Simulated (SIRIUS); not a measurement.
CdF2:

```xyz
3
Lattice="0.0000 2.6940 2.6940 2.6940 0.0000 2.6940 2.6940 2.6940 0.0000" Properties=species:S:1:pos:R:3 pbc="T T T"
Cd    0.0000    0.0000    0.0000
F     4.0410    4.0410    4.0410
F     1.3470    1.3470    1.3470
```

Base run:

| Property | Result |
| --- | --- |
| Program | SIRIUS 7.12.0 |
| Functional | PBEsol |
| Potentials or basis | PseudoDojo 0.4.1 PBE standard (scalar relativistic) |
| Cutoff | 1388 eV |
| Density cutoff | 5552 eV |
| k mesh | 6 × 6 × 6 |
| Occupations | fermi-dirac, width 0.05 eV |
| Spin | no spin polarisation |

Its results: band gap on the k mesh 2.94 eV; pressure -0.3 GPa.

Task: The run is repeated on the same cell with these changes: functional from PBEsol to LDA; libxc names from ["XC_GGA_X_PBE_SOL", "XC_GGA_C_PBE_SOL"] to ["XC_LDA_X", "XC_LDA_C_PW"]. What comes out?

Result: Band gap on the k mesh 2.71 eV; pressure -5.3 GPa.

Caveats: the potentials were made for another functional, which shifts forces and pressure.

A k mesh can miss the band edges.
